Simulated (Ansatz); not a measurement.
Al₂O₃: the gap from level to level

A database entry relaxed whole under r2SCAN at zero pressure (R-3c, No. 167):

```
CELL_PARAMETERS angstrom
2.37890 1.37346 4.33087
-2.37890 1.37346 4.33087
0.00000 -2.74691 4.33087
ATOMIC_POSITIONS crystal
Al 0.35185 0.35185 0.35185
Al 0.14815 0.14815 0.14815
Al 0.64815 0.64815 0.64815
Al 0.85185 0.85185 0.85185
O 0.55630 0.94370 0.25000
O 0.25000 0.55630 0.94370
O 0.94370 0.25000 0.55630
O 0.44370 0.05630 0.75000
O 0.75000 0.44370 0.05630
O 0.05630 0.75000 0.44370
```

Its volume is 8.49 Å³ an atom, -0.1 % against the entry's 8.50, a cell as deposited in COD (1990).

Single points on this cell with plane-wave PAW DFT (Ansatz 0.2.0; r2SCAN 500 eV, hybrids 420 eV; fermi-dirac occupations of width 0.020 eV; no moments): r2SCAN on a 6×6×6 Γ-centred mesh; HSE06 on a 4×4×4 Γ-centred mesh; PBE0 on a 4×4×4 Γ-centred mesh.

How do gap, pressure and charges move from level to level?

The runs give:

```csv
level,"gap (eV), or kind",pressure (GPa),Bader charge of Al (e),Bader charge of O (e)
r2SCAN,7.15,0.0,+2.59,-1.73
HSE06,8.12,-1.0,+2.58,-1.72
PBE0,8.87,-1.0,+2.58,-1.72
```

Under r2SCAN the gap is 7.15 eV, over mesh and band path. HSE06 moves it by +0.97 eV and PBE0 by +1.72 eV; PBE0 keeps its exact exchange at long range, which widens the gap over HSE06's by 0.75 eV on their common mesh.

Caveats: the relaxation kept the start's symmetry; HSE06 is read on its mesh and at the zone's corners, PBE0 on its mesh alone; hybrid pressures are good to a few tenths of a GPa; pressure is positive in compression.
